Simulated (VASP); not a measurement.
# MgF2 (P4_2/mnm) in VASP: notebook

Runs on MgF2. Level: PBE. Tasks: single point.

Everything below comes from runs of VASP 6.6.1. Logs are shortened: lines on timing, memory, paths and dates and some standing lists are left out, and cuts for length are marked.

### 1 Starting point

It takes space group P4_2/mnm (No. 136, tetragonal). Conventional cell: a = 4.698 Å, b = 4.698 Å, c = 3.093 Å, α = 90.00°, β = 90.00°, γ = 90.00°. Around Mg (site symmetry mmm) lie 6 F at 2.02 Å. F (site symmetry m2m) is surrounded by 3 Mg at 2.02 Å.

The cell comes from a database or a generator and needn't be the stable form of this composition.

### 2 Single point, PBE (the same crystal in its conventional cell)

INCAR reads:

```
SYSTEM = MgF2
PREC = Accurate
ENCUT = 520
EDIFF = 1E-6
ISMEAR = 0
SIGMA = 0.02
LREAL = .False.
LASPH = .True.
NELM = 100
ALGO = Fast
ISIF = 2
LWAVE = .False.
LCHARG = .True.
GGA = PE
LELF = .True.
LVHAR = .True.
NBANDS = 25
```

KPOINTS reads:

```
Automatic mesh
0
Gamma
  6 6 8
  0 0 0
```

POSCAR reads:

```
MgF2
1.0
    4.6975810485      0.0000000000      0.0000000000
    0.0000000000      4.6975810485      0.0000000000
    0.0000000000      0.0000000000      3.0929919055
Mg F
2 4
Direct
    0.5000000000      0.5000000000      0.5000000000
    0.0000000000      0.0000000000      0.0000000000
    0.6964323178      0.6964323178      0.0000000000
    0.8035676822      0.1964323178      0.5000000000
    0.3035676822      0.3035676822      0.0000000000
    0.1964323178      0.8035676822      0.5000000000
```

Potentials or basis: VASP PAW PBE potentials, release 64 (Mg, F).

On the command line:

```sh
$ cat potpaw_PBE.64/Mg/POTCAR potpaw_PBE.64/F/POTCAR > POTCAR
$ mpirun -np 1 vasp_std > vasp.out
```

OUTCAR:

```text
SYSTEM = MgF2
   PREC = Accurate
   ENCUT = 520
   EDIFF = 1E-6
   ISMEAR = 0
   LREAL = .False.
   LASPH = .True.
   NELM = 100
   ISIF = 2
   GGA = PE

 ion  position               nearest neighbor table
   1  0.500  0.500  0.500-   4 2.02   6 2.02   5 2.02   3 2.02   3 2.02   5 2.02
   2  0.000  0.000  0.000-   3 2.02   5 2.02   4 2.02   6 2.02   4 2.02   6 2.02
   3  0.696  0.696  0.000-   2 2.02   1 2.02   1 2.02
   4  0.804  0.196  0.500-   1 2.02   2 2.02   2 2.02
   5  0.304  0.304  0.000-   2 2.02   1 2.02   1 2.02
   6  0.196  0.804  0.500-   1 2.02   2 2.02   2 2.02

  LATTYP: Found a simple tetragonal cell.
 ALAT       =     4.6975810485
 C/A-ratio  =     0.6584222547

  Lattice vectors:

 A1 = (   4.6975810485,   0.0000000000,   0.0000000000)
 A2 = (   0.0000000000,   4.6975810485,   0.0000000000)
 A3 = (   0.0000000000,   0.0000000000,   3.0929919055)

Analysis of symmetry for initial positions (statically):
=====================================================================
 Subroutine PRICEL returns:
 Original cell was already a primitive cell.

 Routine SETGRP: Setting up the symmetry group for a
 simple tetragonal supercell.

 Subroutine GETGRP returns: Found 16 space group operations
 (whereof  8 operations were pure point group operations)
 out of a pool of 16 trial point group operations.

The static configuration has the point symmetry D_2h.
 The point group associated with its full space group is D_4h.

Analysis of symmetry for dynamics (positions and initial velocities):
=====================================================================
 Subroutine PRICEL returns:
 Original cell was already a primitive cell.

 Routine SETGRP: Setting up the symmetry group for a
 simple tetragonal supercell.

 Subroutine GETGRP returns: Found 16 space group operations
 (whereof  8 operations were pure point group operations)
 out of a pool of 16 trial point group operations.

The dynamic configuration has the point symmetry D_2h.
 The point group associated with its full space group is D_4h.

 Subroutine INISYM returns: Found 16 space group operations
 (whereof  8 operations are pure point group operations),
 and found     1 'primitive' translations

----------------------------------------------------------------------------------------

                                     Primitive cell

  volume of cell :      68.2539

  direct lattice vectors                    reciprocal lattice vectors
     4.697581049  0.000000000  0.000000000     0.212875518  0.000000000  0.000000000
     0.000000000  4.697581049  0.000000000     0.000000000  0.212875518  0.000000000
     0.000000000  0.000000000  3.092991905     0.000000000  0.000000000  0.323311548

  length of vectors
     4.697581049  4.697581049  3.092991905     0.212875518  0.212875518  0.323311548

  position of ions in fractional coordinates (direct lattice)
     0.500000000  0.500000000  0.500000000
     0.000000000  0.000000000  0.000000000
     0.696432318  0.696432318  0.000000000
     0.803567682  0.196432318  0.500000000
     0.303567682  0.303567682  0.000000000
     0.196432318  0.803567682  0.500000000

  ion indices of the primitive-cell ions
   primitive index   ion index
                 1           1
                 2           2
                 3           3
                 4           4
                 5           5
                 6           6

----------------------------------------------------------------------------------------

 KPOINTS: Automatic mesh

Automatic generation of k-mesh.
 Grid dimensions read from file:
 generate k-points for:    6    6    8

 Generating k-lattice:

  Cartesian coordinates                     Fractional coordinates (reciprocal lattice)
     0.035479253  0.000000000  0.000000000     0.166666667  0.000000000  0.000000000
     0.000000000  0.035479253  0.000000000     0.000000000  0.166666667  0.000000000
     0.000000000  0.000000000  0.040413943     0.000000000  0.000000000  0.125000000

  Length of vectors
     0.035479253  0.035479253  0.040413943

  Shift w.r.t. Gamma in fractional coordinates (k-lattice)
     0.000000000  0.000000000  0.000000000

 Subroutine IBZKPT returns following result:
 ===========================================

 Found     50 irreducible k-points:

 Following reciprocal coordinates:
            Coordinates               Weight
  0.000000  0.000000  0.000000      1.000000
  0.166667  0.000000  0.000000      4.000000
  0.333333  0.000000  0.000000      4.000000
  0.500000  0.000000  0.000000      2.000000
  0.166667  0.166667  0.000000      4.000000
  0.333333  0.166667  0.000000      8.000000
[... 16 lines left out ...]
  0.333333  0.000000  0.250000      8.000000
  0.500000  0.000000  0.250000      4.000000
 [... further k-points ...]
   k-points           NKPTS =     50   k-points in BZ     NKDIM =     50   number of bands    NBANDS=     25
   number of dos      NEDOS =    301   number of ions     NIONS =      6
   total plane-waves  NPLWV =  31104
   dimension x,y,z NGX =    36 NGY =   36 NGZ =   24
   dimension x,y,z NGXF=    72 NGYF=   72 NGZF=   48
   ions per type =               2   4
   NGX,Y,Z   is equivalent  to a cutoff of  12.74, 12.74, 12.90 a.u.
   NGXF,Y,Z  is equivalent  to a cutoff of  25.48, 25.48, 25.80 a.u.
 SYSTEM =  MgF2
   PREC   = accura    normal or accurate (medium, high low for compatibility)
   ISTART =      0    job   : 0-new  1-cont  2-samecut
   ICHARG =      2    charge: 1-file 2-atom 10-const
   ISPIN  =      1    spin polarized calculation?
   LNONCOLLINEAR =      F non collinear calculations
   LSORBIT =      F    spin-orbit coupling
   LASPH  =      T    aspherical Exc in radial PAW
   ENCUT  =  520.0 eV  38.22 Ry    6.18 a.u.   8.73  8.73  5.75*2*pi/ulx,y,z
   NELM   =    100;   NELMIN=  2; NELMDL= -5     # of ELM steps
   EDIFF  = 0.1E-05   stopping-criterion for ELM
   LREAL  =      F    real-space projection
   EDIFFG = 0.1E-04   stopping-criterion for IOM
   NSW    =      0    number of steps for IOM
   IBRION =     -1    ionic relax: 0-MD 1-quasi-New 2-CG
   NFREE  =      0    steps in history (QN), initial steepest desc. (CG)
   ISIF   =      2    stress and relaxation
   ISYM   =      2    0-nonsym 1-usesym 2-fastsym
   POTIM  = 0.5000    time-step for ionic-motion
   TEBEG  =    0.0;   TEEND  =   0.0 temperature during run
   PSTRESS=    0.0 pullay stress
   NELECT =      32.0000    total number of electrons
   NUPDOWN=      -1.0000    fix difference up-down
   EMIN   =  10.00;   EMAX   =-10.00  energy-range for DOS
   EFERMI =   0.00;   METHOD = LEGACY
   ISMEAR =     0;   SIGMA  =   0.02  broadening in eV -4-tet -1-fermi 0-gaus
   EFERMI_NEDOS =   21; number of points for ismear=-14 and -15
   IALGO  =     68    algorithm
   IMIX   =      4    mixing-type and parameters
     AMIX     =   0.40;   BMIX     =  1.00
     AMIX_MAG =   1.60;   BMIX_MAG =  1.00
  volume/ion in A,a.u.               =      11.38        76.77
  Fermi-wavevector in a.u.,A,eV,Ry     =   1.271791  2.403336 22.006771  1.617452
  Thomas-Fermi vector in A             =   2.404705
   LORBIT       =      0    0 simple, 1 ext, 2 COOP (PROOUT), +10 PAW based schemes
   GGA     = PE    functional components
   LHFCALC =     F    Hartree Fock is set to
   AEXX    =    0.0000 exact exchange contribution
   IVDW    =     0    specifies the selected vdW correction
   LEPSILON=     F    determine dielectric tensor
   LRPA    =     F    only Hartree local field effects (RPA)
 non-spin polarized calculation
 RMM-DIIS sequential band-by-band and
 Gauss-broadening in eV      SIGMA  =   0.02
  energy-cutoff  :      520.00
  volume of cell :       68.25
 maximum number of plane-waves:      1875
 NGX is ok and might be reduce to    36
   NGX = 17   NGY = 17   NGZ = 11

 number of electron      32.0000007 magnetization

 Free energy of the ion-electron system (eV)
  ---------------------------------------------------
  ext. energy  EPLUGINS =         0.00000000
  ---------------------------------------------------
  free energy    TOTEN  =       -31.54298671 eV

  energy without entropy =      -31.54298671  energy(sigma->0) =      -31.54298671

 E-fermi :  -1.3933     XC(G=0):  -9.5163

 val. band max:       -1.4762835175   @ k =   0.0000   0.0000   0.0000
 cond. band min:       5.3192592928   @ k =   0.0000   0.0000   0.0000
 fundamental gap:      6.7955428104
 Fermi energy:        -1.3933145159

 k-point     1 :       0.0000    0.0000    0.0000
  band No.  band energies     occupation
      1     -22.0638      2.00000
      2     -21.3400      2.00000
      3     -21.3400      2.00000
      4     -21.2610      2.00000
      5      -5.3857      2.00000
      6      -3.7957      2.00000
[... 17 lines left out ...]
     24      16.4525      0.00000
     25      16.4525      0.00000

 k-point     2 :       0.1667    0.0000    0.0000
  band No.  band energies     occupation
      1     -22.0234      2.00000
      2     -21.4199      2.00000
      3     -21.3288      2.00000
      4     -21.2378      2.00000
      5      -5.2878      2.00000
      6      -3.8098      2.00000
[... 17 lines left out ...]
     24      16.2107      0.00000
     25      16.6070      0.00000

 k-point     3 :       0.3333    0.0000    0.0000
  band No.  band energies     occupation
      1     -21.9107      2.00000
      2     -21.5730      2.00000
      3     -21.2991      2.00000
      4     -21.2366      2.00000
      5      -5.0257      2.00000
      6      -4.2476      2.00000
[... 17 lines left out ...]
     24      15.9646      0.00000
     25      16.4695      0.00000

 k-point     4 :       0.5000    0.0000    0.0000
  band No.  band energies     occupation
      1     -21.7495      2.00000
      2     -21.7495      2.00000
      3     -21.2631      2.00000
      4     -21.2631      2.00000
      5      -4.6641      2.00000
      6      -4.6641      2.00000
[... 17 lines left out ...]
     24      15.6645      0.00000
     25      16.6075      0.00000

 k-point     5 :       0.1667    0.1667    0.0000
  band No.  band energies     occupation
      1     -21.9852      2.00000
      2     -21.4451      2.00000
      3     -21.3518      2.00000
      4     -21.2325      2.00000
      5      -5.1964      2.00000
      6      -3.9297      2.00000
[... 17 lines left out ...]
     24      16.3912      0.00000
     25      16.4882      0.00000

 k-point     6 :       0.3333    0.1667    0.0000
  band No.  band energies     occupation
      1     -21.8784      2.00000
      2     -21.5653      2.00000
      3     -21.3319      2.00000
      4     -21.2480      2.00000
      5      -4.9529      2.00000
      6      -4.2555      2.00000
[... 17 lines left out ...]
     24      16.1802      0.00000
     25      16.4685      0.00000
[... 393 lines left out ...]
 k-point    21 :       0.0000    0.0000    0.2500
  band No.  band energies     occupation
      1     -21.8809      2.00000
      2     -21.3058      2.00000
      3     -21.3037      2.00000
      4     -21.3037      2.00000
      5      -5.0377      2.00000
      6      -3.7330      2.00000
[... 17 lines left out ...]
     24      15.8808      0.00000
     25      16.3781      0.00000

 k-point    22 :       0.1667    0.0000    0.2500
  band No.  band energies     occupation
      1     -21.8490      2.00000
      2     -21.3830      2.00000
      3     -21.2984      2.00000
      4     -21.2664      2.00000
      5      -4.9622      2.00000
      6      -3.8573      2.00000
[... 17 lines left out ...]
     24      15.5932      0.00000
     25      16.0119      0.00000

 k-point    23 :       0.3333    0.0000    0.2500
  band No.  band energies     occupation
      1     -21.7599      2.00000
      2     -21.4988      2.00000
      3     -21.2842      2.00000
      4     -21.2580      2.00000
      5      -4.7499      2.00000
      6      -4.1261      2.00000
[... 17 lines left out ...]
     24      14.8537      0.00000
     25      15.2633      0.00000

 k-point    24 :       0.5000    0.0000    0.2500
  band No.  band energies     occupation
      1     -21.6337      2.00000
      2     -21.6337      2.00000
      3     -21.2678      2.00000
      4     -21.2678      2.00000
      5      -4.4490      2.00000
      6      -4.4490      2.00000
[... 17 lines left out ...]
     24      14.2442      0.00000
     25      15.9119      0.00000

 [... further k-points ...]

------------------------ aborting loop because EDIFF is reached ----------------------------------------

  FORCE on cell =-STRESS in cart. coord.  units (eV):
  Direction    XX          YY          ZZ          XY          YZ          ZX
  --------------------------------------------------------------------------------------
  -------------------------------------------------------------------------------------
  Total       -0.2977501     -0.2977501     -0.3401258      0.0000000      0.0000000      0.0000000
  in kB       -6.9893242     -6.9893242     -7.9840422      0.0000000      0.0000000      0.0000000
  external PRESSURE =      -7.3208969 kB  Pullay stress =       0.0000000 kB

 VOLUME and BASIS-vectors are now :
 -----------------------------------------------------------------------------
  energy-cutoff  :      520.00
  volume of cell :       68.25
      direct lattice vectors                 reciprocal lattice vectors
     4.697581049  0.000000000  0.000000000     0.212875518  0.000000000  0.000000000
     0.000000000  4.697581049  0.000000000     0.000000000  0.212875518  0.000000000
     0.000000000  0.000000000  3.092991905     0.000000000  0.000000000  0.323311548

 POSITION                                       TOTAL-FORCE (eV/Angst)
 -----------------------------------------------------------------------------------
      2.34879      2.34879      1.54650         0.000000      0.000000      0.000000
      0.00000      0.00000      0.00000         0.000000      0.000000      0.000000
      3.27155      3.27155      0.00000        -0.000918     -0.000918      0.000000
      3.77482      0.92276      1.54650         0.000918     -0.000918      0.000000
      1.42603      1.42603      0.00000         0.000918      0.000918      0.000000
      0.92276      3.77482      1.54650        -0.000918      0.000918      0.000000
 -----------------------------------------------------------------------------------
    total drift:                                0.000000     -0.000000     -0.000000

  FREE ENERGIE OF THE ION-ELECTRON SYSTEM (eV)
  ---------------------------------------------------
  free  energy   TOTEN  =       -31.5429867141 eV

  energy  without entropy=      -31.5429867141  energy(sigma->0) =      -31.54298671
```

Wall time 88 s (1 thread of Intel Xeon Platinum 8488C (Sapphire Rapids), shared host); peak memory 0.21 GiB.

What came out:

```
Free energy            : -31.5430 eV
Pressure               : -0.7 GPa
Band gap on the k mesh : 6.80 eV, direct
```

Stress tensor (GPa, compression positive):
```
-0.70  0.00  0.00
 0.00 -0.70  0.00
 0.00  0.00 -0.80
```

Levels at points of the mesh, in eV from the valence-band top:
```csv
k point,band 14,band 15,band 16,band 17,band 18,band 19
"(0.00, 0.00, 0.00)",-0.31,-0.31,0.00,6.80,11.96,11.96
"(0.50, 0.00, 0.00)",-0.95,-0.36,-0.36,9.15,9.15,13.18
"(0.50, 0.50, 0.00)",-0.91,-0.72,-0.72,10.74,10.74,10.99
"(0.00, 0.00, 0.50)",-1.06,-0.80,-0.80,11.47,11.47,14.66
"(0.50, 0.00, 0.50)",-0.70,-0.62,-0.62,12.41,12.41,13.01
"(0.50, 0.50, 0.50)",-0.57,-0.47,-0.47,12.81,12.81,13.07
```

(Continued in part 2 of 2.)
